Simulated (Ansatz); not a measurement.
NaCl (CsCl type) (r2SCAN geometry), in Ansatz:

```cif
data_structure
_symmetry_space_group_name_H-M 'P 1'
_symmetry_Int_Tables_number 1
_cell_length_a 3.4595
_cell_length_b 3.4595
_cell_length_c 3.4595
_cell_angle_alpha 90.000
_cell_angle_beta 90.000
_cell_angle_gamma 90.000
_cell_volume 41.41
loop_
_atom_site_label
_atom_site_type_symbol
_atom_site_fract_x
_atom_site_fract_y
_atom_site_fract_z
_atom_site_occupancy
Na1 Na 0.00000 0.00000 0.00000 1
Cl1 Cl 0.50000 0.50000 0.50000 1
```

G0W0@PBE with 155 empty bands, a screening cutoff of 140 eV and a 4×4×4 mesh (PAW, contour deformation) gives 6.578 eV over the mesh points, from a PBE gap of 4.098 eV; it sums over 163 bands with 171 plane waves in the screening and a wave cutoff of 420 eV. The G0W0 figures hold for the stated bands, cutoff and mesh and aren't extrapolated. No spin polarisation. The prototype was imposed, so other structures may be more stable.

Task: Estimate the gap with starting point HSE06.

Result: 7.249 eV (+0.671 eV), from a Kohn-Sham gap of 5.430 eV.

Task: Another run gave a Kohn-Sham gap of 3.710 eV and a G0W0 gap of 6.418 eV, summing over 163 bands with 171 plane waves in the screening and a wave cutoff of 420 eV. What was changed?

Result: Starting point LDA. The Kohn-Sham gap has moved while bands and screening basis stay.

Task: Another run gave a Kohn-Sham gap of 4.100 eV and a G0W0 gap of 6.569 eV, summing over 163 bands with 171 plane waves in the screening and a wave cutoff of 1197 eV. What was changed?

Result: Potentials of the kind norm-conserving, with them a wave cutoff of 1197 eV. The wave cutoff gives it away.
